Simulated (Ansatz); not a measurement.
Si (4H polytype) was relaxed with 4 functionals in Ansatz 0.2.0, cell and atoms free, the symmetry of the start kept (meshes: PBE 12×12×2, r2SCAN 12×12×2, PBEsol 12×12×2, LDA 12×12×2). The structure was generated, not taken from experiment, and needn't be the ground state; spin polarisation is off.

The LDA result:
```
Si
1.0
     3.80979    0.00000    0.00000
    -1.90489    3.29937    0.00000
     0.00000    0.00000   12.51962
Si
8
Direct
  0.00000 0.00000 0.00053
  0.33333 0.66667 0.24966
  0.00000 0.00000 0.50053
  0.66667 0.33333 0.74966
  0.00000 0.00000 0.18697
  0.33333 0.66667 0.43784
  0.00000 0.00000 0.68697
  0.66667 0.33333 0.93784
```

Space group P6_3/mmc (No. 194), hexagonal; a = 3.810 Å, c = 12.520 Å in the conventional setting, 19.67 Å³ an atom. Si has 4 Si at 2.33–2.34 Å; Si has 4 Si at 2.34–2.36 Å.

(1) Order the functionals by the relaxed volume, smallest first.
A. PBE
B. r2SCAN
C. PBEsol
D. LDA

(2) How does the cell change with PBE?

(3) How does the cell change with PBEsol?

(4) Held at the r2SCAN cell, what mean stress do LDA and PBE find, and does its sign point to their own minimum?

Answers

(1) D (19.67 Å³/atom), C (20.02 Å³/atom), B (20.15 Å³/atom), A (20.43 Å³/atom).

(2) a = 3.859 Å, c = 12.676 Å; the volume differs by +3.9 % from LDA's. Si is surrounded by 4 Si at 2.36–2.37 Å; Si is surrounded by 4 Si at 2.37–2.39 Å.

(3) a = 3.833 Å, c = 12.592 Å; the volume differs by +1.8 % from LDA's. Si is surrounded by 4 Si at 2.35 Å; Si is surrounded by 4 Si at 2.35–2.37 Å.

(4) Yes. LDA -2.19 GPa, and its relaxed volume is -2.4 % from r2SCAN's; PBE +1.28 GPa, and its relaxed volume is +1.4 % from r2SCAN's. Compression counts positive, so a positive stress asks for a larger cell.
